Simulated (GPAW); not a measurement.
**Dielectric function and optical constants of BP**

Aim: the dielectric function of BP, and the optical constants that follow from it.

Calculated with GPAW 26.7.0; DFT, LDA, plane-wave PAW (GPAW data sets), scalar-relativistic, RPA, optical limit.

**1. Set-up**

Symmetry: F-43m, No. 216, cubic system. Conventional cell: a = 4.538 Å, b = 4.538 Å, c = 4.538 Å, α = 90.00°, β = 90.00°, γ = 90.00°. Nearest to P lie 4 B at 1.97 Å. B has 4 P at 1.97 Å nearest. Farther neighbours are not listed.

**2. Ground state**

First the ground state: is it a metal or has it a gap?

This step: DFT, LDA, plane-wave PAW (GPAW data sets), scalar-relativistic, ground state (GPAW 26.7.0).

gs.py reads:

```python
from ase import Atoms
from ase.dft.bandgap import bandgap
from gpaw import GPAW, PW, FermiDirac

atoms = Atoms(['P', 'B'],
              cell=[[0.000000000000, 2.269000000000, 2.269000000000],
                    [2.269000000000, 0.000000000000, 2.269000000000],
                    [2.269000000000, 2.269000000000, 0.000000000000]],
              scaled_positions=[[0.750000000000, 0.750000000000, 0.750000000000],
                                [0.000000000000, 0.000000000000, 0.000000000000]],
              pbc=[True, True, True])
atoms.calc = GPAW(mode=PW(500), xc='LDA', kpts={'size': (8, 8, 8), 'gamma': True},
                  occupations=FermiDirac(0.05), maxiter=150, txt='gs.txt')
print('energy (eV)', atoms.get_potential_energy())
print('Fermi level (eV)', atoms.calc.get_fermi_level())
print('valence electrons', atoms.calc.get_number_of_electrons())
print('gap (eV)', bandgap(atoms.calc, output=None)[0])
print('direct gap (eV)', bandgap(atoms.calc, direct=True, output=None)[0])
atoms.calc.write('gs.gpw')
```

The run is started by

```bash
$ OMP_NUM_THREADS=1 python gs.py
```

Numbers of over 12 decimals in the logs are rounded to 6 here.

Log:

```text
__  _  _
 | _ |_)|_||  |
 |__||  | ||/\| - 26.7.0

Versions:
  Python: 3.12.14
  ASE:    3.29.0
  Numpy:  2.5.5
  Scipy:  1.18.1
  Libxc:  7.0.0

Input parameters:
  mode=PW(ecut=500.0),
  kpts=MonkhorstPack(size=(8, 8, 8), gamma=True),
  maxiter=150,
  occupations=Occupations(name='fermi-dirac', width=0.05, fixmagmom=False),
  xc=XC(name='LDA')

Diagonalizing LCAO Hamiltonian
Converting LCAO to pw mode

                  P

       B

Atoms  # Å, Bohr magnetons
|   | symbol |        x |        y |        z |    initial magnetic moments |
| 0 |      P | 3.403500 | 3.403500 | 3.403500 | ( 0.0000,  0.0000,  0.0000) |
| 1 |      B | 0.000000 | 0.000000 | 0.000000 | ( 0.0000,  0.0000,  0.0000) |

Unit cell  # Å
| periodic |        x |        y |        z |  lengths |    angles |
|      yes | 0.000000 | 2.269000 | 2.269000 | 3.208851 | 60.000000 |
|      yes | 2.269000 | 0.000000 | 2.269000 | 3.208851 | 60.000000 |
|      yes | 2.269000 | 2.269000 | 0.000000 | 3.208851 | 60.000000 |

Number of symmetries: 24
Symmetry operations  # r_c * U_cc + t_c -> r_c
|    | kind |            matrix            |
|  0 |  E   |  1, 0, 0,  0, 1, 0,  0, 0, 1 |
|  1 |  σ   |  1, 0, 0,  0, 0, 1,  0, 1, 0 |
|  2 |  σ   |  1, 0,-1,  0, 1,-1,  0, 0,-1 |
|  3 |  C3  |  1, 0,-1,  0, 0,-1,  0, 1,-1 |
|  4 |  C3  |  1,-1, 0,  0,-1, 1,  0,-1, 0 |
|  5 |  σ   |  1,-1, 0,  0,-1, 0,  0,-1, 1 |
|  6 |  σ   |  0, 1, 0,  1, 0, 0,  0, 0, 1 |
|  7 |  C3  |  0, 1, 0,  0, 0, 1,  1, 0, 0 |
|  8 |  C2  |  0, 1,-1,  1, 0,-1,  0, 0,-1 |
|  9 |  S4  |  0, 1,-1,  0, 0,-1,  1, 0,-1 |
| 10 |  C3  |  0, 0, 1,  1, 0, 0,  0, 1, 0 |
| 11 |  σ   |  0, 0, 1,  0, 1, 0,  1, 0, 0 |
| 12 |  S4  |  0, 0,-1,  1, 0,-1,  0, 1,-1 |
| 13 |  C3  |  0, 0,-1,  0, 1,-1,  1, 0,-1 |
| 14 |  S4  |  0,-1, 1,  1,-1, 0,  0,-1, 0 |
| 15 |  C2  |  0,-1, 1,  0,-1, 0,  1,-1, 0 |
| 16 |  C3  |  0,-1, 0,  1,-1, 0,  0,-1, 1 |
| 17 |  S4  |  0,-1, 0,  0,-1, 1,  1,-1, 0 |
| 18 |  S4  | -1, 1, 0, -1, 0, 1, -1, 0, 0 |
| 19 |  C3  | -1, 1, 0, -1, 0, 0, -1, 0, 1 |
| 20 |  C3  | -1, 0, 1, -1, 1, 0, -1, 0, 0 |
| 21 |  S4  | -1, 0, 1, -1, 0, 0, -1, 1, 0 |
| 22 |  σ   | -1, 0, 0, -1, 1, 0, -1, 0, 1 |
| 23 |  C2  | -1, 0, 0, -1, 0, 1, -1, 1, 0 |

BZ-sampling:
  Number of BZ points: 512
  Number of IBZ points: 29

  Monkhorst-Pack size: [8, 8, 8]
  Monkhorst-Pack shift: [0.0625, 0.0625, 0.0625]

K-points  # in reciprocal-cell coordinates
|     |                                coordinates |     weight |
|   0 | (  0.00000000,   0.00000000,   0.00000000) | 0.00195312 |
|   1 | (  0.12500000,   0.12500000,   0.00000000) | 0.01171875 |
|   2 | (  0.12500000,   0.12500000,   0.12500000) | 0.01562500 |
|   3 | (  0.25000000,   0.12500000,   0.12500000) | 0.02343750 |
|   4 | (  0.25000000,   0.25000000,   0.00000000) | 0.01171875 |
|   5 | (  0.25000000,   0.25000000,   0.12500000) | 0.04687500 |
|   6 | (  0.25000000,   0.25000000,   0.25000000) | 0.01562500 |
|   7 | (  0.37500000,   0.25000000,  -0.37500000) | 0.04687500 |
|   8 | (  0.37500000,   0.25000000,   0.12500000) | 0.04687500 |
|   9 | (  0.37500000,   0.25000000,   0.25000000) | 0.04687500 |
| ... |                                            |            |
|  28 | (  0.50000000,   0.50000000,   0.50000000) | 0.00781250 |

Plane wave coefficients: 609
Cutoff: 500.0 eV

Spin-components: 1 (collinear spins)
Bands:           8
Projectors:      10
Spin-degeneracy: 2
Datatype:        complex128

Parallelization:
  kpt:    1
  domain: 1
  band:   1

Density:
  Valence electrons: 8.0
  Components: 1
  Grid points: [18 18 18]
  Charge: 0.0  # |e|

Potential:
  Grid points: [18 18 18]

species:
  P:
    name:    Phosphorus
    id:
    Z:       15.0
    valence: 5
    core:    10
    charge:  0.0  # [|e|]
    compensation charges:
      type: gauss
      rc: 0.30  # [Å]
      lmax: 2
    cutoffs:
      filter: 1.69  # [Å]
      core: 1.81  # [Å]
    projectors
    | kind |    occ | energy [eV] | rcut [Å] |
    |   3s |  2.000 |     -14.015 |    0.953 |
    |   3p |  3.000 |      -5.596 |    0.953 |
    |    s |        |      13.197 |    0.953 |
    |    p |        |      21.615 |    0.953 |
    |    d |        |       0.000 |    0.953 |

    Using partial waves for P as LCAO basis

  B:
    name:    Boron
    id:
    Z:       5.0
    valence: 3
    core:    2
    charge:  0.0  # [|e|]
    compensation charges:
      type: gauss
      rc: 0.20  # [Å]
      lmax: 2
    cutoffs:
      filter: 1.14  # [Å]
      core: 1.42  # [Å]
    projectors
    | kind |    occ | energy [eV] | rcut [Å] |
    |   2s |  2.000 |      -9.383 |    0.635 |
    |   2p |  1.000 |      -3.714 |    0.635 |
    |    s |        |      17.828 |    0.635 |
    |    p |        |      23.498 |    0.635 |
    |    d |        |       0.000 |    0.635 |

    Using partial waves for B as LCAO basis

Reference energy: -9935.220091  # eV

eigensolver:
  PPCG
  Converge bands: occupied
  niter=2

density mixing:
  MSR1-Mixer
  Pratt-step length: 0.05
  Maximum mixing coefficient: 0.75
  Old densities: 10
  SVD Regularization: 0.005
  Good broyden scale: 1.0
  Trust region scale: 1.0
  Backstep threshold: 4.0
  History deletion threshold: 6.0
  Fourier metric: weight=20.0, sigma=0.015

occupation numbers:
  Fermi-Dirac:
    width: 0.0500  # eV

poisson solver:
  ecut: 4000.0  # eV

xc functional:
  name: None

convergence criteria:
- Maximum [total energy] change in last 3 cyles: 0.0005 eV / valence electron
- Maximum integral of absolute [dens]ity change: 0.0001 electrons / valence electron
- Maximum integral of absolute [eigenst]ate change: 4e-08 eV^2 / valence electron
maximum number of iterations: 150

SCF iterations
|iter     |      energy | eigst |  dens |
|iter:   1||  -15.077522 | +0.14 |       |
|iter:   2||  -14.950004 | -1.92 | -0.69 |
|iter:   3||  -14.360275 | -1.22 | -0.73 |
|iter:   4||  -14.350747 | -2.85 | -1.44 |
|iter:   5||  -14.350451 | -3.89 | -1.95 |
|iter:   6||  -14.350449c| -5.26 | -2.57 |
|iter:   7||  -14.350449c| -6.96 | -3.74 |
|iter:   8||  -14.350449c| -7.62c| -4.27c|

Converged in 8 steps
SCF loop duration: 3.120 s (0.390 s/step)
Energy contributions relative to reference atoms: (reference = -9935.220091)

Energy contributions:
  Kinetic:          13.664468
  Coulomb:         -11.866176
  Zero:             -0.027389
  External:          0.000000
  Xc:              -16.121352
  Entropy:          -0.000000
  Spinorbit:         0.000000
  ----------------------------
  Free energy:     -14.350449
  Extrapolated:    -14.350449

dipole moment: (-3.356949, -3.356949, -3.356949)  # |e|*Ang

Fermi level: 8.592
Eigenvalues  # (at kpt = [0.000, 0.000, 0.000])
| band index |      eig [eV] | occ [0-2] |
|          0 |        -7.395 |     2.000 |
|          1 |         8.002 |     2.000 |
|          2 |         8.002 |     2.000 |
|          3 |         8.002 |     2.000 |
|          4 |        11.381 |     0.000 |
|          5 |        11.381 |     0.000 |
|          6 |        11.381 |     0.000 |
|          7 |        15.383 |     0.000 |

Gap: 1.219 eV
Transition (v -> c):
  (s=0, k=0, n=3, [0.00, 0.00, 0.00]) -> (s=0, k=12, n=4, [0.38, 0.38, 0.00])
Direct/indirect transitions are different
Direct gap: 3.379 eV
Transition at: (s=0, k=0, n=3, [0.00, 0.00, 0.00])

--- standard output ---
energy (eV) -14.350449
Fermi level (eV) 8.591999
valence electrons 8.0
gap (eV) 1.218879
direct gap (eV) 3.379134
```

The job ended after 4.6 s (1 thread of Arm Neoverse V1, shared host; peak memory 0.12 GiB).

This step gave:

```
energy                 : -14.35 eV
Fermi energy           : 8.592 eV
gap on the k-mesh      : 1.219 eV
direct gap on the mesh : 3.379 eV
electrons              : 8
```

There is a gap, 1.22 eV on this mesh (points off the mesh can give less), so no carriers' term is needed.

**3. Bands for the response**

At the fixed density, many empty bands are solved on the mesh of the response, since the spectrum sums over them.

This step: DFT, LDA, plane-wave PAW (GPAW data sets), scalar-relativistic, bands at fixed density (GPAW 26.7.0).

nscf.py reads:

```python
from ase.dft.bandgap import bandgap
from gpaw import GPAW, FermiDirac

calc = GPAW('gs.gpw').fixed_density(kpts={'size': (13, 13, 13), 'gamma': True}, nbands=24, convergence={'bands': 18},
                                    occupations=FermiDirac(0.001), txt='nscf.txt')
print('gap (eV)', bandgap(calc, output=None)[0])
print('direct gap (eV)', bandgap(calc, direct=True, output=None)[0])
print('top band over the Fermi level (eV)', min(calc.get_eigenvalues(kpt=k)[17] for k in range(len(calc.get_ibz_k_points()))) - calc.get_fermi_level())
calc.write('full.gpw', mode='all')
```

The run is started by

```bash
$ OMP_NUM_THREADS=1 python nscf.py
```

Log:

```text
Diagonalizing LCAO Hamiltonian
Converting LCAO to pw mode
convergence criteria:
- Maximum integral of absolute [eigenst]ate change: 4e-08 eV^2 / valence electron
maximum number of iterations: 150

SCF iterations
|iter     |      energy | eigst |  dens |
|iter:   1||             | +3.07 |       |
|iter:   2||             | +1.33 |       |
|iter:   3||             | -1.06 |       |
|iter:   4||             | -2.77 |       |
|iter:   5||             | -4.70 |       |
|iter:   6||             | -6.23 |       |
|iter:   7||             | -7.48c|       |
SCF steps: 7
  __  _  _
 | _ |_)|_||  |
 |__||  | ||/\| - 26.7.0

Versions:
  Python: 3.12.14
  ASE:    3.29.0
  Numpy:  2.5.5
  Scipy:  1.18.1
  Libxc:  7.0.0

Input parameters:
  mode=PW(ecut=500.0),
  convergence={'bands': 18},
  gpts=array([18, 18, 18]),
  kpts=MonkhorstPack(size=(13, 13, 13), gamma=True),
  maxiter=150,
  nbands=24,
  occupations=Occupations(name='fermi-dirac', width=0.001, fixmagmom=False),
  parallel={},
  xc=XC(name='LDA')

--- standard output ---
gap (eV) 1.203905
direct gap (eV) 3.379134
top band over the Fermi level (eV) 26.255241
```

Run time: 23 s. Hardware: 1 thread; peak memory 0.16 GiB.

Read-outs, printed or worked out from the files:

```
gap on the k-mesh : 1.204 eV
```

(Part 1 of 2 ends here.)

[Machine, clock and banner lines and Python warnings are left out of the logs.]

[Logs are printed without paths, hosts, clocks, repeated set-up lines and the standing remarks that a program may print on its own settings, such as how far it seeks lower states.]

[Hosts, paths, dates, database ids (printed as entryN), source tags and the programs' standing remarks are cut or masked in the printed files.]
